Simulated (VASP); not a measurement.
Wanted: the native input for a VASP 6.6.1 run.

```yaml
Task: relaxation of cell and atoms
Functional: PBE
Potentials_or_basis: VASP PAW PBE potentials, release 64 (Ga_d, Se)
Cutoff: 600 eV
k_mesh: 12 × 12 × 2
Occupations: gaussian, width 0.03 eV
Spin: no spin polarisation
Further_INCAR_settings: ALGO = Normal; EDIFF = 1e-07; IBRION = 2; EDIFFG = -0.005; NSW = 90; ISIF = 3
```

The structure of GaSe lies in POSCAR:

```
GaSe                                    
1.0
    3.8168906648      0.0000000000      0.0000000000
   -1.9084453324      3.3055242792      0.0000000000
    0.0000000000     -0.0000000000     18.0668006926
  Ga              Se            
     4     4
Direct
     0.3333333332999970    0.6666666667000030    0.1816710117765870
     0.6666666667000030    0.3333333332999970    0.6816710117765871
     0.3333333332999970    0.6666666667000030    0.3183289882234130
     0.6666666667000030    0.3333333332999970    0.8183289882234129
     0.3333333332999970    0.6666666667000030    0.6167112459983294
     0.6666666667000030    0.3333333332999970    0.1167112459983292
     0.3333333332999970    0.6666666667000030    0.8832887540016706
     0.6666666667000030    0.3333333332999970    0.3832887540016707
```

The input as run:

INCAR

```
ALGO = Normal
EDIFF = 1E-7
EDIFFG = -0.005
ENCUT = 600
GGA = PE
IBRION = 2
ISIF = 3
ISMEAR = 0
KPAR = 2
LASPH = T
LCHARG = F
LREAL = F
LWAVE = F
NELM = 80
NSW = 90
PREC = Accurate
SIGMA = 0.03
```

KPOINTS

```
k-points
0
Gamma
  12 12 2
```

Potentials or basis: VASP PAW PBE potentials, release 64 (Ga_d, Se).

Launch:

```sh
$ cat potpaw_PBE.64/Ga_d/POTCAR potpaw_PBE.64/Se/POTCAR > POTCAR
$ mpirun -np 2 vasp_std > vasp.out
```

Results of the run:

```json
{"Relaxed volume": "28.51 Å³/atom", "Relaxed cell": "a = 3.818 Å, b = 3.818 Å, c = 18.072 Å, α = 90.00°, β = 90.00°, γ = 120.00°", "Space group after relaxing (to 0.05 Å)": "P6_3/mmc (No. 194)", "Energy gained by relaxing": "0.0 meV/atom", "Ionic steps": "2", "Pressure after relaxing": "0.0 GPa", "Band gap on the k mesh": "1.29 eV, indirect (least direct gap 1.31 eV)"}
```

Caveat: this functional lacks dispersion, which binds the layers, so the pressure and a relaxed spacing across them are unreliable.

Wall time 6.1 min on 2 MPI ranks on Intel(R) Xeon(R) Platinum 8488C (Sapphire Rapids), with other jobs on the host, peak memory 0.61 GiB a rank.
